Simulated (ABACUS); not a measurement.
**AlNi in ABACUS: the effect of strain along c**

AlNi:

```xyz
2
Lattice="2.8810 0.0000 0.0000 0.0000 2.8810 0.0000 0.0000 0.0000 2.7081" Properties=species:S:1:pos:R:3 pbc="T T T"
Ni    1.4405    1.4405    1.3541
Al    0.0000    0.0000    0.0000
```

The cell isn't the ideal one: cell strained by -0.06 along c.

Alike in all runs:

```yaml
Program: ABACUS 3.10.1
Task: single point
Functional: PBE
Potentials_or_basis: PseudoDojo NC SR 0.4.1 PBE standard
Cutoff: 1333 eV
Density_cutoff: 5333 eV
Basis: plane waves
k_mesh: 6 × 6 × 6
Occupations: fermi-dirac, width 0.05 eV
Spin: collinear spin, ferromagnetic start
Starting_moments: "[1.0, 0.0] μB"
Radial_cutoff_of_the_potentials_pseudo_rcut: 7 bohr
SCF_threshold_on_the_density: 1e-08
Max_SCF_steps: 100
Eigensolver: dav
Mixing: broyden
```

**Question.** One run gave: pressure 2.2 GPa. Which strain along c did it use?
A. -0.06
B. 0.03
C. -0.03
D. 0
E. 0.06

**Answer.** D.

| strain along c | pressure (GPa) |
| --- | --- |
| -0.06 | 14.3 |
| -0.03 | 7.7 |
| 0 | 2.2 |
| 0.03 | -2.5 |
| 0.06 | -6.4 |

Caveats: all runs use coarse meshes.
